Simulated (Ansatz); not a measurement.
# CoO: iterations to self-consistency

All numbers below come from DFT PBEsol, scalar-relativistic, plane waves, PAW in Ansatz 0.2.0.

```
Co O
1.0
    -1.50800    1.50800    2.10725
     1.50800   -1.50800    2.10725
     1.50800    1.50800   -2.10725
Co O
1 1
Direct
  0.00000 0.00000 0.00000
  0.50000 0.50000 0.00000
```

The plane-wave cutoff is 420 eV and the Γ-centred k-mesh is 20×20×20. The occupation rule is Gaussian smearing, 0.1 eV. The list of starting moments (μB, in atom order) is 2.74 0.38 and the check for lower electronic states after the SCF is off.

Each run starts from superposed atomic densities and uses the program's default quasi-Newton mixer with a history of 8 with its automatic preconditioner, at most 120 iterations and the default threshold on the density residual; only the mixing step differs.

Order these values of the mixing step from fewest iterations to most.
A. 0.02
B. 0.05
C. 0.2
D. 1
E. 0.1

D (12 iterations), E (17 iterations), C (18 iterations), A (19 iterations), B (25 iterations).

```
mixing step iterations converged density residual (eV) at iterations 1, 3, 5
       0.02          19        yes                                2.3 0.29 0.41
       0.05          25        yes                                2.3 0.24 0.15
        0.1          17        yes                               2.3 0.18 0.053
        0.2          18        yes                              2.3 0.086 0.011
          1          12        yes                                2.3 1.6 0.001
```

Cost: 5 runs of about 11 core-minutes in all, on Intel Xeon Processor @ 2.50GHz (Skylake/Cascade Lake) (shared hosts).